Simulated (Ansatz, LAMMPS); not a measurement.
# Amorphous Al2O3 (155 atoms) under strain, part 3 of 3

How stiff is amorphous Al2O3 (155 atoms), and how do its levels respond to strain?

Ansatz 0.2.0; Kohn-Sham DFT, PBE, PAW (set soft_2), plane waves.

The cell: 62 Al and 93 O. The quench rate of 20 K/ps is many orders above laboratory rates. The starting topology of bonds comes from the classical model. Only the Γ point is sampled.

So far. Step 11 (Compressed by 1 % along x): The relaxation converged after 5 steps, 0.0799 eV below its start, with a largest force component of 0.049 eV/Å. Step 11 (Compressed by 1 % along x): Compressed by 1 % along x: the energy stands 0.104 eV above that of the reference, at a pressure of 1.04 GPa.

### 12. Sheared by 2 % in xy

A shear of the relaxed cell gives the modulus that volume changes can't reach.

The input, input.yaml:

```yaml
crystal:
  lattice:
    - [12.24621, 0.10352, -0.14122]
    - [0.10508, 12.40186, -0.14675]
    - [-0.14269, -0.14816, 12.49176]
  atoms:
    [... the 155 atom lines of step 4 ...]
kpoints:
  mp_grid: { grid: [1, 1, 1] }
hamiltonian:
  xc: pbe
scf:
  occupations: { method: fixed }
output:
  forces: true
  eigenvalues: true
  stress: true
relax:
  f_tol: 0.05
  max_steps: 70
```

Launch:

```bash
$ ansatz run input.yaml --threads 4 --pin off --max-ram 8192MiB --backend cpu --events-out ev --progress --plain --runs-dir out
```

Numbers of over 12 decimals in the logs are rounded to 6 here.

Output:

```text
[...]
Crystal: 155 atoms, lattice volume = 1896.548 Å³
Basis set: ecut = 420 eV, 37081 PW (Γ), exchange–correlation on 180×180×180 points (8 copies of the dense FFT grid, shifted against one another)
Bands: 527, of which v1, the nominal top of the filled ones, is band 372 counted from 1 (371 counted from 0)
Symmetry: 1 space group operations
[...]
k-points: 1
[...]
SCF iter   1: F=—  HF=-86307.909727 eV  |F-HF|=—  |Δ(HF+E_count)|=         —  Δρ=2.34e-3  dr2=1.78e-1  ethr=1.77e-3  ⟨swp⟩=5.0  Hψ=1906  notcnv=0  defer=150
[...]
SCF iter   5: F=—  HF=-86307.891226 eV  |F-HF|=—  |Δ(HF+E_count)|=   1.74e-4  Δρ=1.29e-4  dr2=2.52e-4  ethr=9.58e-8  ⟨swp⟩=2.0  Hψ=683  notcnv=0  defer=153
SCF iter   6: F=-86307.891213 eV  HF=-86307.891207 eV  |F-HF|=6.20e-6  |Δ(HF+E_count)|=   1.91e-5  Δρ=2.96e-5  dr2=1.80e-5  ethr=8.40e-9  ⟨swp⟩=15.0  Hψ=3555  notcnv=0
SCF 1 converged in 6 iterations: F = -86307.891213 eV  dr2 = 1.80e-5
[...]
relax step   1: F+E_penalty+E_count = -86307.89121291 eV  Δ(F+E_penalty+E_count) = +0.000e0 eV  max|allowed force component| = 4.730e-1 eV/Å  Δτ_max = 0.0000 Å  (6 SCF iters, dr2 threshold 6.25e-5 eV, accepted)
[...]
relax step   2: F+E_penalty+E_count = -86307.96335377 eV  Δ(F+E_penalty+E_count) = -7.214e-2 eV  max|allowed force component| = 2.902e-1 eV/Å  Δτ_max = 0.0167 Å  (5 SCF iters, dr2 threshold 1.40e-5 eV, accepted)
[...]
relax step   3: F+E_penalty+E_count = -86308.01954326 eV  Δ(F+E_penalty+E_count) = -5.619e-2 eV  max|allowed force component| = 8.320e-2 eV/Å  Δτ_max = 0.0430 Å  (6 SCF iters, dr2 threshold 5.26e-6 eV, accepted)
[...]
relax step   4: F+E_penalty+E_count = -86308.02198091 eV  Δ(F+E_penalty+E_count) = -2.438e-3 eV  max|allowed force component| = 2.540e-2 eV/Å  Δτ_max = 0.0228 Å  (7 SCF iters, accepted)
SCF converged after 7 iterations
Free energy (F): -86308.021981 eV
[...]
Internal energy: -86308.021981 eV  (E = F + TS)
E sigma→0 (E₀):  -86308.021981 eV
Fermi energy:    4.279062 eV
[...]
Σ components = -86308.021981   (vs F -86308.021981, Δ=0.00e0)
--- Forces (eV/Å), atoms counted from 1 ---
  atom   1  Al    -0.00432677    -0.00381148    -0.00111391
  atom   2  Al     0.00282853     0.00200641    -0.00073666
  atom   3  Al    -0.00663326     0.00229114     0.00604108
  atom   4  Al    -0.00086388     0.00751643     0.00465333
[...]
atom 155  O      0.00018227     0.00325153     0.00171908
  max |Σ_I F_I| component: 4.56e-5 eV/Å
--- Stress (GPa, compression-positive) ---
       -0.173687      -0.982279       0.015743
       -0.982283       0.028589      -0.111297
        0.015736      -0.111294      -0.043662
  P = ⅓ Tr σ = -0.0629 GPa (-0.629 kbar)
--- Band table (eV) ---
[...]
--- Relaxed structure (4 steps of the walk, 4 accepted, 0 SCFs on fresh bases) ---
  F+E_penalty+E_count = -86308.02198091 eV   max|allowed force component| = 2.540e-2 eV/Å
  atoms:
    - { symbol: Al, position: [0.312879, 0.671850, 0.014384] }
    - { symbol: Al, position: [0.854321, 0.930161, 0.469279] }
    - { symbol: Al, position: [0.191423, 0.590042, 0.816075] }
    - { symbol: Al, position: [0.435968, 0.880447, 0.530084] }
[...]
- { symbol: O, position: [0.332941, 0.151289, 0.943051] }
```

It took 1.9 min on 4 threads of Arm Neoverse V2, shared host; peak memory 2.7 GiB.

The relaxation converged after 4 steps, 0.131 eV below its start, with a largest force component of 0.025 eV/Å.

Sheared by 2 % in xy: the energy stands 0.106 eV above that of the reference, at a pressure of -0.0629 GPa.

### 13. Pressure against volume

Atoms are relaxed at each volume, in the scaled cell.

| volume change (%) | volume (Å³/atom) | energy change (meV/atom) | pressure (GPa) | largest move on relaxing (Å) | bonds | gap (eV) |
| --- | --- | --- | --- | --- | --- | --- |
| -10 | 11.013 | 39.99 | 9.92 | 0.68 | 272 | 3.31 |
| -6 | 11.503 | 14.54 | 6.41 | 0.33 | 267 | 3.25 |
| -3 | 11.870 | 3.46 | 3.17 | 0.14 | 265 | 3.21 |
| +0 | 12.237 | 0.00 | -0.01 | - | 262 | 3.14 |
| +3 | 12.604 | 3.30 | -2.86 | 0.22 | 261 | 3.08 |
| +6 | 12.971 | 12.51 | -5.31 | 0.56 | 260 | 3.03 |

### 14. Uniaxial strain and shear

Stress (GPa, compression positive) less that of the relaxed cell, atoms relaxed:

| strain | xx | yy | zz | xy | energy change (meV/atom) |
| --- | --- | --- | --- | --- | --- |
| stretched by 1 % along x | -1.729 | -0.655 | -0.677 | -0.089 | 0.63 |
| compressed by 1 % along x | 1.689 | 0.702 | 0.761 | 0.075 | 0.67 |
| sheared by 2 % in xy | -0.162 | 0.032 | -0.017 | -0.980 | 0.68 |

### 15. What came out

The bulk modulus, from the slope of pressure against ln V over the three points nearest the relaxed volume, is 100 GPa; between neighbouring points the slope runs 81, 103, 104, 96 and 85 GPa from the smallest volume up, without a steady fall, so no pressure derivative is given. The count of bonds runs from 260 to 272 over the series, so at some points contacts cross the cutoffs. At -10 % and +6 % some atom moved by over 0.5 Å on relaxing, so those points may sit in another local minimum. The gap goes from 3.31 eV at the smallest volume to 3.03 eV at the largest, -1.7 eV per unit of ln V by a straight line, on the run's k-points. In the Cartesian axes of the cell, finite differences give C11 = 171, C12 = 67.9, C13 = 71.9 and C66 = 49.0 GPa (the shear of 2 % is the engineering strain, εxy = 0.01). The mean of C11, C12 and C13, which equals the bulk modulus in a cubic or isotropic solid, is 104 GPa: it agrees with the bulk modulus within 10 %. For an isotropic solid C66 would equal (C11 − C12)/2 = 51.5 GPa; so small a sample needn't be isotropic, and C66 rests on one shear. With the bulk modulus and C66 as K and G, Young's modulus would be about 126 GPa and Poisson's ratio 0.29.

Caveats: Strains are finite and relaxations stop at the force tolerance of the input, which can leave moduli too stiff; they are those of a static cell at zero temperature. Volumes are changed with the cell's shape held, so in an anisotropic solid the modulus lies over the one under free hydrostatic load. The program notes that the SCF threshold of the relaxations is loose for the stress.

The DFT runs together took 31 min of wall time.

[Logs are printed without paths, hosts, clocks, repeated set-up lines and the standing remarks that a program may print on its own settings, such as how far it seeks lower states.]

[Hosts, paths, dates, database ids (printed as entryN), source tags and the programs' standing remarks are cut or masked in the printed files.]
